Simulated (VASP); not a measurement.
# NaF (Pm-3m) in VASP: notebook

One crystal, NaF, is run at these levels: PBE, HSE06; tasks: single point.

Everything below comes from runs of VASP 6.6.1. Logs are shortened: lines on timing, memory, paths and dates and some standing lists are left out, and cuts for length are marked.

### Step 1. The structure

The structure is cubic, space group Pm-3m (No. 221). The conventional cell has a = 2.793 Å, b = 2.793 Å, c = 2.793 Å, α = 90.00°, β = 90.00°, γ = 90.00°. Na (site symmetry m-3m) is surrounded by 8 F at 2.42 Å. F (site symmetry m-3m) is surrounded by 8 Na at 2.42 Å.

The cell was built by a generator and needn't be a form met in nature.

### Step 2. Single point, PBE

INCAR

```
SYSTEM = NaF
  PREC = Accurate
  ENCUT = 520
  EDIFF = 1E-6
  ISMEAR = 0
  SIGMA = 0.01
  LREAL = .FALSE.
  LASPH = .TRUE.
  NELM = 100
  ALGO = Fast
  ISIF = 2
  LWAVE = .FALSE.
  LCHARG = .TRUE.
  GGA = PE
  LELF = .TRUE.
  LVHAR = .TRUE.
  NBANDS = 14
```

KPOINTS

```
Automatic mesh
0
G
  8 8 8
  0 0 0
```

POSCAR

```
NaF
1.0
    2.7934851994      0.0000000000      0.0000000000
    0.0000000000      2.7934851994      0.0000000000
    0.0000000000      0.0000000000      2.7934851994
Na F
1 1
Direct
    0.0000000000      0.0000000000      0.0000000000
    0.5000000000      0.5000000000      0.5000000000
```

Potentials or basis: VASP PAW PBE potentials, release 64 (Na_pv, F).

On the command line:

```
cat potpaw_PBE.64/Na_pv/POTCAR potpaw_PBE.64/F/POTCAR > POTCAR
mpirun -np 1 vasp_std > vasp.out
```

OUTCAR:

```text
SYSTEM = NaF
   PREC = Accurate
   ENCUT = 520
   EDIFF = 1E-6
   ISMEAR = 0
   LREAL = .FALSE.
   LASPH = .TRUE.
   NELM = 100
   ISIF = 2
   GGA = PE

 ion  position               nearest neighbor table
   1  0.000  0.000  0.000-
   2  0.500  0.500  0.500-

  LATTYP: Found a simple cubic cell.
 ALAT       =     2.7934851994

  Lattice vectors:

 A1 = (   2.7934851994,   0.0000000000,   0.0000000000)
 A2 = (   0.0000000000,   2.7934851994,   0.0000000000)
 A3 = (   0.0000000000,   0.0000000000,   2.7934851994)

Analysis of symmetry for initial positions (statically):
=====================================================================
 Subroutine PRICEL returns:
 Original cell was already a primitive cell.

 Routine SETGRP: Setting up the symmetry group for a
 simple cubic supercell.

 Subroutine GETGRP returns: Found 48 space group operations
 (whereof 48 operations were pure point group operations)
 out of a pool of 48 trial point group operations.

The static configuration has the point symmetry O_h .

Analysis of symmetry for dynamics (positions and initial velocities):
=====================================================================
 Subroutine PRICEL returns:
 Original cell was already a primitive cell.

 Routine SETGRP: Setting up the symmetry group for a
 simple cubic supercell.

 Subroutine GETGRP returns: Found 48 space group operations
 (whereof 48 operations were pure point group operations)
 out of a pool of 48 trial point group operations.

The dynamic configuration has the point symmetry O_h .

 Subroutine INISYM returns: Found 48 space group operations
 (whereof 48 operations are pure point group operations),
 and found     1 'primitive' translations

----------------------------------------------------------------------------------------

                                     Primitive cell

  volume of cell :      21.7991

  direct lattice vectors                    reciprocal lattice vectors
     2.793485199  0.000000000  0.000000000     0.357975765  0.000000000  0.000000000
     0.000000000  2.793485199  0.000000000     0.000000000  0.357975765  0.000000000
     0.000000000  0.000000000  2.793485199     0.000000000  0.000000000  0.357975765

  length of vectors
     2.793485199  2.793485199  2.793485199     0.357975765  0.357975765  0.357975765

  position of ions in fractional coordinates (direct lattice)
     0.000000000  0.000000000  0.000000000
[... 90 lines left out ...]
   NUPDOWN=      -1.0000    fix difference up-down
   EMIN   =  10.00;   EMAX   =-10.00  energy-range for DOS
   EFERMI =   0.00;   METHOD = LEGACY
   ISMEAR =     0;   SIGMA  =   0.01  broadening in eV -4-tet -1-fermi 0-gaus
   EFERMI_NEDOS =   21; number of points for ismear=-14 and -15
   IALGO  =     68    algorithm
   IMIX   =      4    mixing-type and parameters
     AMIX     =   0.40;   BMIX     =  1.00
     AMIX_MAG =   1.60;   BMIX_MAG =  1.00
  volume/ion in A,a.u.               =      10.90        73.55
  Fermi-wavevector in a.u.,A,eV,Ry     =   1.412444  2.669131 27.143583  1.994997
  Thomas-Fermi vector in A             =   2.534192
   LORBIT       =      0    0 simple, 1 ext, 2 COOP (PROOUT), +10 PAW based schemes
   GGA     = PE    functional components
   LHFCALC =     F    Hartree Fock is set to
   AEXX    =    0.0000 exact exchange contribution
   IVDW    =     0    specifies the selected vdW correction
   LEPSILON=     F    determine dielectric tensor
   LRPA    =     F    only Hartree local field effects (RPA)
 non-spin polarized calculation
 RMM-DIIS sequential band-by-band and
 Gauss-broadening in eV      SIGMA  =   0.01
  energy-cutoff  :      520.00
  volume of cell :       21.80
 maximum number of plane-waves:       624
 NGX is ok and might be reduce to    24
   NGX = 11   NGY = 11   NGZ = 11

 number of electron      14.0000006 magnetization

 Free energy of the ion-electron system (eV)
  ---------------------------------------------------
  ext. energy  EPLUGINS =         0.00000000
  ---------------------------------------------------
  free energy    TOTEN  =        -8.23026161 eV

  energy without entropy =       -8.23026161  energy(sigma->0) =       -8.23026161

 E-fermi :  -0.4751     XC(G=0):  -9.9290

 val. band max:       -0.6122551277   @ k =   0.5000   0.5000   0.0000
 cond. band min:       5.4993099563   @ k =   0.0000   0.0000   0.0000
 fundamental gap:      6.1115650840
 Fermi energy:        -0.4751301329

 k-point     1 :       0.0000    0.0000    0.0000
  band No.  band energies     occupation
      1     -20.6506      2.00000
      2     -20.6506      2.00000
      3     -20.6506      2.00000
      4     -20.5072      2.00000
      5      -0.9507      2.00000
      6      -0.9507      2.00000
      7      -0.9507      2.00000
      8       5.4993      0.00000
      9      15.1641      0.00000
     10      15.1641      0.00000
     11      23.4085      0.00000
     12      23.4085      0.00000
     13      23.4085      0.00000
     14      30.6846      0.00000
[... 377 lines left out ...]
      1     -20.9699      2.00000
      2     -20.8465      2.00000
      3     -20.6360      2.00000
      4     -19.8787      2.00000
      5      -2.5777      2.00000
      6      -2.2514      2.00000
      7      -0.9160      2.00000
      8      11.6514      0.00000
      9      13.4118      0.00000
     10      14.9688      0.00000
     11      16.9464      0.00000
     12      21.8188      0.00000
     13      21.9762      0.00000
     14      28.6162      0.00000

 [... further k-points ...]

------------------------ aborting loop because EDIFF is reached ----------------------------------------

  FORCE on cell =-STRESS in cart. coord.  units (eV):
  Direction    XX          YY          ZZ          XY          YZ          ZX
  --------------------------------------------------------------------------------------
  -------------------------------------------------------------------------------------
  Total        0.5757863      0.5757863      0.5757863     -0.0000000     -0.0000000      0.0000000
  in kB       42.3187473     42.3187473     42.3187473     -0.0000000     -0.0000000      0.0000000
  external PRESSURE =      42.3187473 kB  Pullay stress =       0.0000000 kB

 VOLUME and BASIS-vectors are now :
 -----------------------------------------------------------------------------
  energy-cutoff  :      520.00
  volume of cell :       21.80
      direct lattice vectors                 reciprocal lattice vectors
     2.793485199  0.000000000  0.000000000     0.357975765  0.000000000  0.000000000
     0.000000000  2.793485199  0.000000000     0.000000000  0.357975765  0.000000000
     0.000000000  0.000000000  2.793485199     0.000000000  0.000000000  0.357975765

 POSITION                                       TOTAL-FORCE (eV/Angst)
 -----------------------------------------------------------------------------------
      0.00000      0.00000      0.00000         0.000000      0.000000      0.000000
      1.39674      1.39674      1.39674         0.000000      0.000000      0.000000
 -----------------------------------------------------------------------------------
    total drift:                                0.000000      0.000000     -0.000000

  FREE ENERGIE OF THE ION-ELECTRON SYSTEM (eV)
  ---------------------------------------------------
  free  energy   TOTEN  =        -8.2302616119 eV

  energy  without entropy=       -8.2302616119  energy(sigma->0) =       -8.23026161
```

Wall time 7 s (1 thread of Intel Xeon 6975P-C (Granite Rapids), shared host); peak memory 0.13 GiB.

Results:

```
Free energy            : -8.2303 eV
Pressure               : 4.2 GPa
Band gap on the k mesh : 6.11 eV, indirect (least direct gap 6.45 eV)
```

A k mesh can miss the band edges.

### Step 3. Single point, HSE06

POSCAR is that of step 2.

INCAR.step1

```
SYSTEM = NaF
PREC     = Accurate       ! precision mode
ENCUT    = 520            ! plane-wave cutoff, eV
EDIFF    = 1E-5           ! SCF threshold, eV
ISMEAR   = 0              ! smearing method
SIGMA    = 0.01           ! smearing width, eV
LREAL    = .FALSE.        ! projectors in reciprocal space
LASPH    = .TRUE.         ! aspherical terms in the spheres
NELM     = 100            ! most SCF steps
ALGO     = Normal         ! electronic algorithm
ISIF     = 2              ! what is computed and relaxed
LWAVE    = .TRUE.         ! write WAVECAR
LCHARG   = .FALSE.        ! write CHGCAR
GGA      = PE             ! functional
NBANDS   = 14             ! bands
```

INCAR.step2

```
SYSTEM = NaF
PREC     = Accurate       ! precision mode
ENCUT    = 520            ! plane-wave cutoff, eV
EDIFF    = 1E-6           ! SCF threshold, eV
ISMEAR   = 0              ! smearing method
SIGMA    = 0.01           ! smearing width, eV
LREAL    = .FALSE.        ! projectors in reciprocal space
LASPH    = .TRUE.         ! aspherical terms in the spheres
NELM     = 100            ! most SCF steps
ALGO     = Normal         ! electronic algorithm
ISIF     = 2              ! what is computed and relaxed
LWAVE    = .FALSE.        ! write WAVECAR
LCHARG   = .FALSE.        ! write CHGCAR
GGA      = PE             ! functional
LHFCALC  = .TRUE.         ! exact exchange
HFSCREEN = 0.2079         ! screening, 1/A
PRECFOCK = Normal       
ISTART   = 1            
NBANDS   = 14             ! bands
```

KPOINTS

```
Automatic mesh
0
G
  6 6 6
  0 0 0
```

Potentials or basis: VASP PAW PBE potentials, release 64 (Na_pv, F).

On the command line:

```
cat potpaw_PBE.64/Na_pv/POTCAR potpaw_PBE.64/F/POTCAR > POTCAR
cp INCAR.step1 INCAR
mpirun -np 1 vasp_std > vasp.out
cp INCAR.step2 INCAR
mpirun -np 1 vasp_std > vasp.out
```

OUTCAR:

```text
SYSTEM = NaF
   PREC = Accurate
   ENCUT = 520
   EDIFF = 1E-6
   ISMEAR = 0
   LREAL = .FALSE.
   LASPH = .TRUE.
   NELM = 100
   ISIF = 2
   GGA = PE
   LHFCALC = .TRUE.
   HFSCREEN = 0.2079
   PRECFOCK = Normal
   ISTART = 1

 ion  position               nearest neighbor table
   1  0.000  0.000  0.000-
   2  0.500  0.500  0.500-

  LATTYP: Found a simple cubic cell.
 ALAT       =     2.7934851994

  Lattice vectors:
[... 528 lines left out ...]
     13      19.9003      0.00000
     14      23.6662      0.00000

------------------------ aborting loop because EDIFF is reached ----------------------------------------

  FORCE on cell =-STRESS in cart. coord.  units (eV):
  Direction    XX          YY          ZZ          XY          YZ          ZX
  --------------------------------------------------------------------------------------
  -------------------------------------------------------------------------------------
  Total        0.2574029      0.2574029      0.2574029     -0.0000000      0.0000000      0.0000000
  in kB       18.9184202     18.9184202     18.9184202     -0.0000000      0.0000000      0.0000000
  external PRESSURE =      18.9184202 kB  Pullay stress =       0.0000000 kB

 VOLUME and BASIS-vectors are now :
 -----------------------------------------------------------------------------
  energy-cutoff  :      520.00
  volume of cell :       21.80
      direct lattice vectors                 reciprocal lattice vectors
     2.793485199  0.000000000  0.000000000     0.357975765  0.000000000  0.000000000
     0.000000000  2.793485199  0.000000000     0.000000000  0.357975765  0.000000000
     0.000000000  0.000000000  2.793485199     0.000000000  0.000000000  0.357975765

 POSITION                                       TOTAL-FORCE (eV/Angst)
 -----------------------------------------------------------------------------------
      0.00000      0.00000      0.00000         0.000000      0.000000      0.000000
      1.39674      1.39674      1.39674         0.000000      0.000000      0.000000
 -----------------------------------------------------------------------------------
    total drift:                                0.000000      0.000000      0.000000

  FREE ENERGIE OF THE ION-ELECTRON SYSTEM (eV)
  ---------------------------------------------------
  free  energy   TOTEN  =        -9.9888078782 eV

  energy  without entropy=       -9.9888078782  energy(sigma->0) =       -9.98880788
```

Wall time 3.5 min (1 thread of Intel Xeon 6975P-C (Granite Rapids), shared host); peak memory 0.23 GiB.

What came out:

- Free energy: -9.9888 eV
- Pressure: 1.9 GPa
- Band gap on the k mesh: 8.30 eV, indirect (least direct gap 8.65 eV)

Levels at points of the mesh, in eV from the valence-band top:
| k point | band 3 | band 4 | band 5 | band 6 | band 7 | band 8 | band 9 | band 10 | band 11 | band 12 |
| --- | --- | --- | --- | --- | --- | --- | --- | --- | --- | --- |
| (0.00, 0.00, 0.00) | -21.51 | -21.49 | -0.35 | -0.35 | -0.35 | 8.30 | 18.09 | 18.09 | 26.77 | 26.77 |
| (0.50, 0.00, 0.00) | -21.48 | -20.57 | -2.75 | -0.22 | -0.22 | 13.18 | 14.30 | 22.39 | 23.60 | 26.14 |
| (0.50, 0.50, 0.00) | -21.46 | -20.93 | -1.99 | -1.99 | 0.00 | 14.25 | 17.82 | 17.82 | 18.09 | 26.35 |
| (0.50, 0.50, 0.50) | -21.69 | -20.68 | -1.75 | -1.75 | -1.75 | 16.74 | 16.74 | 16.74 | 22.17 | 22.17 |

Caveat: the PAW data sets were made with another functional, which shifts forces and pressure a little. A k mesh can miss the band edges.
